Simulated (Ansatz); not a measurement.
# Ti3Al: the cost of one run

Computed with Ansatz 0.2.0 (DFT PBE, scalar-relativistic, plane waves, PAW, unless a step's input says otherwise).

### 1 The starting structure

Symmetry: Fm-3m, No. 225, cubic system. Conventional cell: a = 6.464 Å, b = 6.464 Å, c = 6.464 Å, α = 90.00°, β = 90.00°, γ = 90.00°. Ti (site symmetry -43m) has 4 Ti at 2.80 Å and 4 Al at 2.80 Å as nearest neighbours. Around Ti (site symmetry m-3m) lie 8 Ti at 2.80 Å. Al (site symmetry m-3m) has 8 Ti at 2.80 Å as nearest neighbours.

Coordinates:

```xyz
4
Lattice="0.0000 3.2318 3.2318 3.2318 0.0000 3.2318 3.2318 3.2318 0.0000" Properties=species:S:1:pos:R:3 pbc="T T T"
Ti    4.8477    4.8477    4.8477
Ti    1.6159    1.6159    1.6159
Ti    0.0000    0.0000    0.0000
Al    3.2318    3.2318    3.2318
```

The structure comes from the Materials Project (structure only).

### 2 Ground state at the listed geometry

input.yaml

```yaml
crystal:
  lattice:
    - [0.0, 3.231781, 3.231781]
    - [3.231781, 0.0, 3.231781]
    - [3.231781, 3.231781, 0.0]
  atoms:
    - { symbol: Ti, position: [0.75, 0.75, 0.75], spin: 1.0 }
    - { symbol: Ti, position: [0.25, 0.25, 0.25], spin: 1.0 }
    - { symbol: Ti, position: [0.0, 0.0, 0.0], spin: 1.0 }
    - { symbol: Al, position: [0.5, 0.5, 0.5] }
magnetization:
  spin_polarized: true
basis:
  ecutwfc: 500
  fft_grid_basis: typed
kpoints:
  mp_grid: { grid: [10, 10, 10] }
hamiltonian:
  xc: pbe
scf:
  occupations: { method: gaussian, width: 0.05 }
output:
  forces: true
  stress: true
  eigenvalues: true
  bader: true
  write_density: true
  volumetric_format: npy
  populations: true
  elf: true
```

Run with:

```
$ ansatz run input.yaml --threads 2 --pin off --max-ram 4096MiB --backend cpu --events-out ev --progress --plain --runs-dir out
```

Q: Estimate wall time and peak memory on 2 threads of Intel Xeon Platinum 8259CL at 2.50GHz (Skylake/Cascade Lake), shared host.

About 27 s, with a peak of 0.58 GiB.
